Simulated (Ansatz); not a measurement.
# Calculated electric field gradients for BH₈N

The cell is a computed structure from the Materials Project (it need not be an observed phase), taken as it stands.

Space group Pma2 (No. 28); a = 8.6405, b = 4.1426, c = 4.0899 Å.

| site | Wyckoff | site symmetry | x | y | z |
| --- | --- | --- | --- | --- | --- |
| B | 2c | m.. | 0.7500 | 0.4546 | 0.5242 |
| H3 | 4d | 1 | 0.4342 | 0.8499 | 0.8998 |
| H7 | 4d | 1 | 0.4268 | 0.1373 | 0.1913 |
| H11 | 4d | 1 | 0.8653 | 0.5729 | 0.6497 |
| H15 | 2c | m.. | 0.7500 | 0.1607 | 0.5710 |
| H17 | 2c | m.. | 0.7500 | 0.5049 | 0.2284 |
| N | 2a | ..2 | 0.5000 | 0.0000 | 0.0465 |

One atom of each set is listed.

All values are calculated (Ansatz; DFT, r2SCAN, plane waves and PAW, scalar-relativistic, 500 eV cutoff, Γ-centred 4×7×7 k-points, Fermi–Dirac smearing 0.05 eV), not measured.

C_Q = eQV_zz/h, which is 24.18 MHz for Q = 1 b and V_zz = 10²¹ V/m²; η = (V_xx − V_yy)/V_zz.

¹¹B: I = 3/2, Q = 40.59 mb; 2H: I = 1, Q = 2.858 mb; N-14: I = 1, Q = 20.44 mb. Nuclear quadrupole moments: year-2017 set (Pyykkö).

Q: What field gradients does the calculation give at each kind of site?

A: 

| site | atoms | first shell | V_zz (10²¹ V/m²) | η | C_Q (MHz) |
| --- | --- | --- | --- | --- | --- |
| B | 2 | 4 H at 1.22–1.23 Å | -0.11 | 0.71 | -0.109 |
| H3 | 4 | 1 N at 1.03 Å | 2.82 | 0.00 | 0.195 |
| H7 | 4 | 1 N at 1.04 Å | 2.83 | 0.00 | 0.195 |
| H11 | 4 | 1 B at 1.22 Å | 1.87 | 0.04 | 0.129 |
| H15 | 2 | 1 B at 1.23 Å | 1.70 | 0.02 | 0.117 |
| H17 | 2 | 1 B at 1.23 Å | 1.74 | 0.01 | 0.120 |
| N | 2 | 4 H at 1.03–1.04 Å | -0.23 | 0.79 | -0.116 |

At H11, H15 and H17 V_zz points along its bond to B (within 1°) in each case. At H3 and H7 V_zz points along its bond to N (within 1°) in each case.

The largest force is 0.4 eV/Å, so the atoms aren't at the calculated equilibrium and relaxing them would move these values. The lattice is static: at room temperature ammonium and BH₄ may turn and average the couplings of their hydrogen.

The run took 58 s of wall time (57 s of CPU time) and 0.78 GiB at its peak, on 1 thread of Intel Xeon Platinum 8375C CPU @ 2.90GHz (Ice Lake) (x86_64; 48 cores open to the job, memory cap 2.5 GiB, no GPU), a shared host with a load of 0.5 a core.
